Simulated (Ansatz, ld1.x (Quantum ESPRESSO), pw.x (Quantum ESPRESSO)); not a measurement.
# ruthenium: one change to the TM potential, in the atom and in the sc crystal

Ru (Z = 44), norm-conserving Troullier–Martins (Kleinman–Bylander form), made with ld1.x (Quantum ESPRESSO) 7.5 (PBE, scalar-relativistic). Core [Kr], reference 4d7 5s1 5p0. Waves: 5s (bound): rc 2.80 bohr; 4d (bound): rc 1.70 bohr; 4f channel at -0.1 Ry: rc 2.95 bohr; 5p (bound, empty): rc 3.85 bohr. Local part: the p channel. Core correction: Bessel-smoothed model core inside 0.85 bohr.

Change: local potential the d channel.

Cutoffs, loose and tight: the cutoffs (Ry, on a coarse ladder) from which the occupation-weighted sum of valence levels, in a spherical-Bessel basis at the reference potential, stays within 10 and 1 mRy of its value at 400 Ry. They do not see the model core or the augmentation charge, which bear on the density cutoff. Test errors are all-electron minus pseudo excitation energies from the reference, over the configurations 4d7 5s0 5p0; 4d6 5s0 5p0; 4d5 5s0 5p0; 4d4 5s0 5p0; 4d7 5s0.5 5p0; 4d7 5s0 5p1; 4d8 5s0 5p0; variants that change the core or the reference have their own tests.

Crystal test: sc Ru in pw.x 7.5, no spin, 13³ k-points, Fermi–Dirac smearing 0.01 Ry, cutoffs set for each file from its atomic test. The reference is all-electron LAPW (Ansatz 0.2.0) with the same functional, mesh and smearing; V0 and B0 come from Birch–Murnaghan fits to the pressures at five volumes. Errors are pseudo minus all-electron; Δ is the rms difference of the E(V) curves that follow from these fits, minima aligned, over ±6 % about the mean V0. Mesh and smearing are coarse, so the numbers serve the comparison and aren't converged zero-temperature values; the lattice is a test structure that the element need not adopt.

All-electron: a0 = 2.513 Å (V0 = 15.88 Å³/atom), B0 = 217.0 GPa.

Problem. Does the change bring the crystal closer to the all-electron result?

Solution. The mean pressure error goes from +7.50 to +23.10 GPa, so the change moves the solid further from the all-electron pressures.

| quantity | base | changed |
| --- | --- | --- |
| outcome (atom) | generated | generated |
| cutoff, loose (atom) | 50 Ry | 50 Ry |
| cutoff, tight (atom) | 60 Ry | 60 Ry |
| bound ghosts (atom) | none | s, p |
| largest test error (meV) (atom) | -2311 over the solved tests; 2 of 7 tests not solved or not reliable | -1073 over the solved tests; 1 of 7 tests not solved or not reliable |
| cutoffs in pw.x (Ry) | 75/300 | 75/300 |
| a0 (Å) | 2.541 | – |
| a0 error (%) | +1.08 | – |
| B0 error (%) | -3.0 | – |
| Δ (meV/atom) | 24.6 | – |
| mean pressure error (GPa) | +7.50 | +23.10 |

A dash: not determined, or the minimum lies outside the volumes sampled.

Base: The largest radius (3.85 bohr) exceeds half the bond length (2.37 bohr), so the spheres overlap, which is one possible source of error among others. This is a poor potential for the solid. Atomic configuration tests: 2 of 7 tests not solved or not reliable. The logarithmic derivative shows an extra or strongly shifted pseudo pole above the reference energy (s near 1.20 Ry). Changed file: The largest radius (3.85 bohr) exceeds half the bond length (2.37 bohr), so the spheres overlap, which is one possible source of error among others. This is a poor potential for the solid. Note: ghost states, extra bound levels that the all-electron valence spectrum of the same l lacks: s at -93.5 eV, p at -26.1 eV. A true bound ghost makes a file unfit for plane-wave use. Atomic configuration tests: 1 of 7 tests not solved or not reliable. The atomic cutoffs weigh occupied waves only.
